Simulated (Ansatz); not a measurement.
**BaTiO3 stretched along one axis: stress and gap**

Cell: a measured structure from the Crystallography Open Database (COD), whose atoms a relaxation with PBE at fixed cell left in place.

```
Ba Ti O
1.0
     4.00600    0.00000    0.00000
     0.00000    4.00600    0.00000
     0.00000    0.00000    4.00600
Ba Ti O
1 1 3
Direct
  0.50000 0.50000 0.50000
  0.00000 0.00000 0.00000
  0.50000 0.00000 0.00000
  0.00000 0.50000 0.00000
  0.00000 0.00000 0.50000
```

Atoms are numbered from 1 in the order listed; like atoms form one site, named after its first atom.

All values are calculated (Ansatz; DFT, PBE, plane waves and PAW, scalar-relativistic, 420 eV cutoff, Γ-centred 8×8×8 k-points, Fermi–Dirac smearing 0.02 eV), not measured.

The cell is stretched along z (the third Cartesian axis of the run's cell), x and y held, and the ions relax again each time. Tension counts as positive.

```
strain along z (%)  stress along z (GPa)  stress along x (GPa)  gap on the k-mesh (eV)
                -3                     ?                     ?                       ?
                -2                  -8.2                  -3.9                    1.80
                -1                  -4.8                  -2.8                    1.81
                 0                  -1.7                  -1.7                    1.81
                +1                   1.2                  -0.6                    1.76
                +2                   3.7                   0.4                    1.72
                +3                   5.9                   1.3                    1.68
```

(1) Estimate the row at -3 % from the others.

Results:

(1) stress along z (GPa): -12.0; stress along x (GPa): -5.2; gap on the k-mesh (eV): 1.80. Worked: parabolas through the other 6 rows give -11.9 and -5.1 GPa at -3 %. Their slopes at zero strain are 297 GPa (C₁₁) and 108 GPa (C₁₂). They hold at this cell, where the calculated pressure is 1.7 GPa. The gap follows one line under compression (1 meV per per cent of strain) and another under tension (-41), as when strain splits band edges that were equal; the line on its own side gives 1.80 eV for the withheld row.

All values belong to this cell and structure model. This high-symmetry form of BaTiO3 is unstable when cold, to polar off-centring of Ti. The symmetry of the cell holds that distortion back, wholly or in part, and it would change the field gradients, the more the larger the distortion.
